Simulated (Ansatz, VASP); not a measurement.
P in VASP and in Ansatz

Contents of INCAR:

```
  PREC = Accurate
  ENCUT = 520
  EDIFF = 1E-6
  ISMEAR = 0
  SIGMA = 0.01
  LREAL = F
  LASPH = T
  NELM = 60
  ALGO = Normal
  ISIF = 2
  LWAVE = F
  LCHARG = F
  LDIPOL = T
  IDIPOL = 3
  DIPOL = 0.5 0.5 0.341
  GGA = CA
  NBANDS = 18
```

KPOINTS

```
Automatic mesh
0
Gamma
  6 8 1
```

POSCAR

```
P
1.0
    4.6274948433      0.0000000000      0.0000000000
    0.0000000000      3.2918638654      0.0000000000
    0.0000000000      0.0000000000     27.8195791164
P
4
Direct
    0.0912379111      0.0000000000      0.3789328437
    0.4087620889      0.5000000000      0.3789328437
    0.5912379111      0.5000000000      0.3040393868
    0.9087620889      0.0000000000      0.3040393868
```

Input for Ansatz:

```yaml
crystal:
  lattice:
    - [4.6274948433, 0.0, 0.0]
    - [0.0, 3.2918638654, 0.0]
    - [0.0, 0.0, 27.8195791164]
  atoms:
    - { symbol: P, position: [0.0912379111, 0.0, 0.3789328437] }
    - { symbol: P, position: [0.4087620889, 0.5, 0.3789328437] }
    - { symbol: P, position: [0.5912379111, 0.5, 0.3040393868] }
    - { symbol: P, position: [0.9087620889, 0.0, 0.3040393868] }
  periodic: [true, true, false]
kpoints:
  mp_grid: { grid: [6, 8, 1] }
hamiltonian:
  xc: lda
scf:
  occupations: { method: fixed }
output:
  optics: { e_range: [0, 12], de: 0.05, sigma: 0.1, bands: auto }
```

Alike in both runs: task single point; functional LDA; k mesh 6 × 8 × 1; no spin polarisation.

|  | VASP | Ansatz |
| --- | --- | --- |
| version | VASP 6.6.1 | Ansatz 0.2.0 |
| potentials or method | VASP PAW LDA potentials, release 64 (P) | plane waves, PAW |
| plane-wave cutoff (eV) | 520 | 420 |
| occupations | gaussian, width 0.01 eV | fixed |
| valence electrons in the cell | 20 | 20 |

|  | VASP | Ansatz | Ansatz less VASP |
| --- | --- | --- | --- |
| gap on the k mesh at the Fermi level (eV) | 0.84 | 0.83 | -0.013 |

As with any semilocal functional, this LDA gap is likely too small.
